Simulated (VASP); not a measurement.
Write the native input for VASP 6.6.1 that does the following.

```yaml
Task: band structure
Functional: TB-mBJ
Potentials_or_basis: VASP PAW PBE potentials, release 64 (Ge_d, Se)
Cutoff: 520 eV
k_mesh: 2 × 6 × 6
Occupations: gaussian, width 0.03 eV
Spin: spin-orbit coupling, no magnetisation
Further_INCAR_settings: ALGO = Normal; EDIFF = 1e-06; NBANDS = 100
```

Crystal: GeSe.

```
Ge Se
1.0
    10.96559    0.00000    0.00000
     0.00000    3.88277    0.00000
     0.00000    0.00000    4.42005
Ge Se
4 4
Direct
  0.12339 0.75000 0.88752
  0.62339 0.75000 0.61248
  0.37661 0.25000 0.38752
  0.87661 0.25000 0.11248
  0.85489 0.75000 0.50186
  0.35489 0.75000 0.99814
  0.64511 0.25000 0.00186
  0.14511 0.25000 0.49814
```

One way to write it, as run:

POSCAR

```
GeSe                                    
1.0
   10.9655862498      0.0000000000      0.0000000000
    0.0000000000      3.8827657750      0.0000000000
    0.0000000000     -0.0000000000      4.4200472921
  Ge              Se            
     4     4
Direct
     0.1233927516312001    0.7500000000000000    0.8875163003595742
     0.6233927516312001    0.7500000000000000    0.6124836996404259
     0.3766072483687999    0.2500000000000000    0.3875163003595742
     0.8766072483687999    0.2500000000000000    0.1124836996404258
     0.8548942551904906    0.7500000000000000    0.5018587096336309
     0.3548942551904906    0.7500000000000000    0.9981412903663692
     0.6451057448095094    0.2500000000000000    0.0018587096336308
     0.1451057448095094    0.2500000000000000    0.4981412903663692
```

INCAR.step1

```
SYSTEM = GeSe
ALGO = Normal
EDIFF = 1E-5
ENCUT = 520
GGA = PE
GGA_COMPAT = .False.
ISIF = 2
ISMEAR = 0
KPAR = 2
LASPH = .True.
LCHARG = .False.
LNONCOLLINEAR = .True.
LORBIT = 11
LREAL = .False.
LSORBIT = .True.
LWAVE = .True.
MAGMOM = 0 0 0 0 0 0 0 0 0 0 0 0 0 0 0 0 0 0 0 0 0 0 0 0
NBANDS = 100
NELM = 80
PREC = Accurate
SIGMA = 0.03
```

INCAR.step2

```
SYSTEM = GeSe
ALGO = Normal
EDIFF = 1E-6
ENCUT = 520
GGA_COMPAT = .False.
ISIF = 2
ISMEAR = 0
ISTART = 1
KPAR = 2
LASPH = .True.
LCHARG = .False.
LNONCOLLINEAR = .True.
LORBIT = 11
LREAL = .False.
LSORBIT = .True.
LWAVE = .False.
MAGMOM = 0 0 0 0 0 0 0 0 0 0 0 0 0 0 0 0 0 0 0 0 0 0 0 0
METAGGA = MBJ
NBANDS = 100
NELM = 80
PREC = Accurate
SIGMA = 0.03
```

KPOINTS

```
k-points
0
Gamma
  2 6 6
  0 0 0
```

KPOINTS_OPT

```
explicit points
248
Reciprocal
 0.0000000000  0.0000000000  0.0000000000 1
 0.0000000000  0.0263157895  0.0000000000 1
 0.0000000000  0.0526315789  0.0000000000 1
 0.0000000000  0.0789473684  0.0000000000 1
 0.0000000000  0.1052631579  0.0000000000 1
 0.0000000000  0.1315789474  0.0000000000 1
[... 240 lines left out ...]
 0.0000000000  0.0000000000  0.5000000000 1
 0.5000000000  0.0000000000  0.0000000000 1
```

Potentials or basis: VASP PAW PBE potentials, release 64 (Ge_d, Se).

Command:

```console
$ cat potpaw_PBE.64/Ge_d/POTCAR potpaw_PBE.64/Se/POTCAR > POTCAR
$ cp INCAR.step1 INCAR
$ mpirun -np 2 vasp_ncl > vasp.out
$ cp INCAR.step2 INCAR
$ mpirun -np 2 vasp_ncl > vasp.out
```

Results of the run:

```
Valence electrons inside the program's atomic spheres : Ge 11.92; Se 4.09
```

Run time: 120 min on 2 MPI ranks on Intel(R) Xeon(R) Platinum 8488C (Sapphire Rapids), with other jobs on the host, peak memory 1.7 GiB a rank.
